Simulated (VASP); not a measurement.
Here is a VASP 6.6.1 calculation.

The input INCAR:

```
  PREC = Accurate
  ENCUT = 600
  EDIFF = 1E-7
  ISMEAR = 1
  SIGMA = 0.1
  LREAL = F
  LASPH = T
  NELM = 80
  ALGO = Normal
  ISIF = 3
  LWAVE = F
  LCHARG = F
  GGA = PE
  IVDW = 12
  IBRION = 2
  NSW = 90
  EDIFFG = -0.005
  KPAR = 2
```

File KPOINTS:

```
regular mesh
0
Gamma
  12 12 7
```

The input POSCAR:

```
TiS2                                    
1.0
    3.3584555309     -0.0000000000     -0.0000000000
   -1.6792277655      2.9085078073      0.0000000000
    0.0000000000      0.0000000000      5.5230876144
  Ti              S             
     1     2
Direct
     0.0000000000000000    1.0000000000000000    0.0000000000000000
     0.3333333332999970    0.6666666667000030    0.2587672919672854
     0.6666666667000030    0.3333333332999970    0.7412327080327145
```

Potentials or basis: VASP PAW PBE potentials, release 64 (Ti_sv, S).

Run with:

```bash
$ cat potpaw_PBE.64/Ti_sv/POTCAR potpaw_PBE.64/S/POTCAR > POTCAR
$ mpirun -np 2 vasp_std > vasp.out
```

Predict the band gap on the k mesh.

none (metal or under the smearing width).

Estimate the dispersion energy per atom.

-0.410 eV.

Final structure:
```
Ti S
1.0
     3.35846    0.00000    0.00000
    -1.67923    2.90851    0.00000
     0.00000    0.00000    5.52309
Ti S
1 2
Cartesian
  0.0000 0.0000 0.0000
  0.0000 1.9390 1.4292
  1.6792 0.9695 4.0939
```

Caveat: the relaxation stopped at its first step, so nothing moved.
